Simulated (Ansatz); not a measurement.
# Al2O3 (Corundum): the cost of one run

Method: DFT, PBE, plane-wave PAW, default files, scalar-relativistic, in Ansatz 0.2.0.

## 1. Starting point

It takes space group R-3c (No. 167, trigonal). Conventional cell: a = 4.760 Å, b = 4.760 Å, c = 12.996 Å, α = 90.00°, β = 90.00°, γ = 120.00°. Al (site symmetry 3) is surrounded by 6 O at 1.85 to 1.97 Å. O (site symmetry 2) has 4 Al at 1.85 to 1.97 Å as nearest neighbours.

Coordinates:

```cif
data_structure
_symmetry_space_group_name_H-M 'R-3c:H'
_symmetry_Int_Tables_number 167
_cell_length_a 4.7605
_cell_length_b 4.7605
_cell_length_c 12.9956
_cell_angle_alpha 90.000
_cell_angle_beta 90.000
_cell_angle_gamma 120.000
_cell_volume 255.05
loop_
_atom_site_label
_atom_site_type_symbol
_atom_site_symmetry_multiplicity
_atom_site_Wyckoff_symbol
_atom_site_fract_x
_atom_site_fract_y
_atom_site_fract_z
_atom_site_occupancy
Al1 Al 12 c 0.33333 0.66667 0.01883 1
O1 O 18 e 0.30668 0.00000 0.25000 1
```

The earlier run gave: gap on the mesh 6.22 eV, largest force 0.029 eV/Å, pressure 7.3 GPa.

Like atoms gathered into sites:

```tsv
site	atoms	first shell	V_zz (10²¹ V/m²)	η	C_Q (MHz)
Al	1, 2, 3, 4	6 O at 1.85–1.97 Å	0.57	0.00	2.03 (²⁷Al)
O	5, 6, 7, 8, …	4 Al at 1.85–1.97 Å; also 2 Al at 3.22 Å	-3.88	0.51	2.40 (¹⁷O)
```

C_Q = eQV_zz/h, which is 24.18 MHz for Q = 1 b and V_zz = 10²¹ V/m²; η = (V_xx − V_yy)/V_zz. Quadrupole moments are those of Pyykkö's year-2017 table.

## 2. Z stretched by -3 %, ions relaxed

File input.yaml:

```yaml
crystal:
  lattice:
    - [2.38025, 1.3742379782, 4.2019106667]
    - [-2.38025, 1.3742379782, 4.2019106667]
    - [0.0, -2.7484759565, 4.2019106667]
  atoms:
    - { symbol: Al, position: [0.3520823946, 0.3520823946, 0.3520823946] }
    - { symbol: Al, position: [0.1479176054, 0.1479176054, 0.1479176054] }
    - { symbol: Al, position: [0.6479176054, 0.6479176054, 0.6479176054] }
    - { symbol: Al, position: [0.8520823946, 0.8520823946, 0.8520823946] }
    - { symbol: O, position: [0.5564629985, 0.9435370015, 0.25] }
    - { symbol: O, position: [0.25, 0.5564629985, 0.9435370015] }
    - { symbol: O, position: [0.9435370015, 0.25, 0.5564629985] }
    - { symbol: O, position: [0.4435370015, 0.0564629985, 0.75] }
    - { symbol: O, position: [0.75, 0.4435370015, 0.0564629985] }
    - { symbol: O, position: [0.0564629985, 0.75, 0.4435370015] }
kpoints:
  mp_grid: { grid: [8, 8, 8] }
scf:
  occupations: { method: fermi_dirac, width: 0.02 }
hamiltonian:
  xc: pbe
  pseudopotentials: { kind: paw }
output:
  forces: true
  stress: true
  populations: true
  efg:
    quadrupole_moments_barn: { Al: 0.1466, O: -0.02558 }
    contact_densities: true
relax:
  f_tol: 0.02
  max_steps: 60
```

Started as:

```console
$ ansatz run input.yaml --threads 4 --pin off --max-ram 8192MiB --backend cpu --events-out ev --progress --plain --runs-dir out
```

What time and memory should one allow on 4 threads of Intel Xeon Platinum 8488C (Sapphire Rapids), shared host?

About 8.4 s, with a peak of 0.53 GiB.
